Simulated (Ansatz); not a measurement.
Set up this calculation in Ansatz 0.2.0, as the native input.

* Task: electron localisation function
* Functional: RPBE
* Potentials or basis: JTH PAW
* Cutoff: 1320 eV (not typed: the program's choice for these potentials)
* k mesh: 13 × 13 × 13
* Occupations: methfessel-paxton, width 0.1 eV
* Spin: collinear spin, ferromagnetic start
* Starting moments: [2.0] μB
* Hubbard terms: Co d U = 5.3 eV
* Hubbard projectors: ortho-atomic
* Double counting: fll (the default)

The system is Co.

```
Co
1.0
    -1.40025    1.41842    1.36177
     1.40361   -1.42995    1.37667
     1.41261    1.44231   -1.37330
Co
1
Direct
  0.02942 0.02252 0.98693
```

The cell isn't the ideal one: cell strained at random at fixed volume.

One way to write it, as run:

input.yaml

```yaml
crystal:
  lattice:
    - [-1.400246, 1.418417, 1.361774]
    - [1.403614, -1.429945, 1.37667]
    - [1.412611, 1.44231, -1.373302]
  atoms:
    - { symbol: Co, spin: 2.0, position_ang: [-0.028043049, -0.009326384, 0.089020552] }
hamiltonian:
  xc: rpbe
  pseudopotentials: { kind: paw, source: jth }
  hubbard:
    sites: [{ species: Co, l: d, u_eff: 5.3 }]
    projectors: ortho-atomic
magnetization:
  spin_polarized: true
kpoints:
  mp_grid: { grid: [13, 13, 13] }
scf:
  occupations: { method: methfessel_paxton, width: 0.1 }
output:
  forces: true
  stress: true
  eigenvalues: true
  write_density: true
  write_potential: true
  elf: true
  volumetric_format: npy
```

Potentials or basis: JTH PAW.

Run with:

```console
$ ansatz run input.yaml --threads 1 --pin off --max-ram 2560MiB --backend cpu --events-out ev --progress --plain --runs-dir out
```

Results of the run:

* Pressure: 41.2 GPa
* Band gap on the k mesh: none (metal or under the smearing width)
* Net moment: 1.87 μB per cell
* Absolute moment: 1.90 μB per cell
* Site moments: Co +1.84 μB

Caveat: the magnetic or orbital state may not be the lowest; the U is typed as a test and isn't derived for this compound.

Wall time 3.6 min on 1 thread of AMD EPYC 9R45 96-Core Processor (Zen 5), on a shared host, peak memory 2.4 GiB.
